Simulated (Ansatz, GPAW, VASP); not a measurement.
## HfC: programs and potentials compared

```
Hf C
1.0
     0.00000    2.32500    2.32500
     2.32500    0.00000    2.32500
     2.32500    2.32500    0.00000
Hf C
1 1
Direct
  0.50000 0.50000 0.50000
  0.00000 0.00000 0.00000
```

Alike in all runs: task band structure; functional RPBE; k mesh 10 × 10 × 10; occupations fermi-dirac, width 0.05 eV; no spin polarisation; no spin-orbit coupling. Pressure is positive in compression and, in plane waves, holds the error of the finite cutoff, which Ansatz's Pulay term estimates and takes out.

| program and potentials | plane-wave cutoff (eV) | notes | pressure (GPa) |
| --- | --- | --- | --- |
| Ansatz, Ansatz PAW | 420 | potentials made for PBE, which Ansatz adapts in part; 15 valence electrons an atom on average; Pulay term of +0.22 GPa included | 4.29 |
| GPAW, the program's PAW data sets (release 1.2.1) made for this functional | 800 | 8 valence electrons an atom on average | 5.72 |
| Ansatz, all-electron LAPW, scalar-relativistic | - | - | 4.31 |
| VASP, PBE PAW files C, Hf_pv, 520 eV | 520 | potentials made for PBE; 7 valence electrons an atom on average | 3.54 |

The pressure spans 3.54 (VASP, PBE PAW files C, Hf_pv, 520 eV) to 5.72 GPa (GPAW, the program's PAW data sets (release 1.2.1) made for this functional), with all-electron results at 4.31. Some sets were made for another functional than the one run, which can shift their rows.

The functional is the same throughout but for its coding, so the spread measures potentials, basis and numerics; runs on potential files found faulty are left out.
